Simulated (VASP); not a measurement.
## SiC: relaxation of cell and atoms with PBE

The system is SiC.

```xyz
2
Lattice="0.0000 2.1896 2.1896 2.1896 0.0000 2.1896 2.1896 2.1896 0.0000" Properties=species:S:1:pos:R:3 pbc="T T T"
Si    0.0000    0.0000    0.0000
C     1.0948    1.0948    1.0948
```

| Quantity | Value |
| --- | --- |
| Program | VASP 6.6.1 |
| Task | relaxation of cell and atoms |
| Functional | PBE |
| Potentials or basis | VASP PAW PBE potentials, release 64 (Si, C) |
| Cutoff | 520 eV |
| k mesh | 12 × 12 × 12 |
| Occupations | gaussian, width 1 eV |
| Spin | no spin polarisation |
| Further INCAR settings | ALGO = Fast; EDIFF = 1e-07; IBRION = 2; EDIFFG = -0.002; NSW = 80; ISIF = 3 |

- Pressure after relaxing: 0.0 GPa
- Band gap on the k mesh: 1.38 eV, indirect (least direct gap 4.53 eV)

Final structure:
```
Si C
1.0
     0.00000    2.18964    2.18964
     2.18964    0.00000    2.18964
     2.18964    2.18964    0.00000
Si C
1 1
Cartesian
  0.0000 0.0000 0.0000
  1.0948 1.0948 1.0948
```

Levels at points of the mesh, in eV from the valence-band top:
| k point | band 2 | band 3 | band 4 | band 5 | band 6 | band 7 |
| --- | --- | --- | --- | --- | --- | --- |
| (0.00, 0.00, 0.00) | 0.00 | 0.00 | 0.00 | 6.06 | 7.21 | 7.21 |
| (0.50, 0.00, 0.00) | -8.45 | -1.05 | -1.05 | 5.31 | 7.18 | 7.18 |
| (0.50, 0.50, 0.00) | -7.74 | -3.15 | -3.15 | 1.38 | 4.28 | 13.87 |

Wall time 6.6 s on 1 thread of Intel(R) Xeon(R) Platinum 8488C (Sapphire Rapids), on a shared host, peak memory 0.13 GiB.

Caveat: the relaxation stopped at its first step, so nothing moved. A k mesh can miss the band edges.
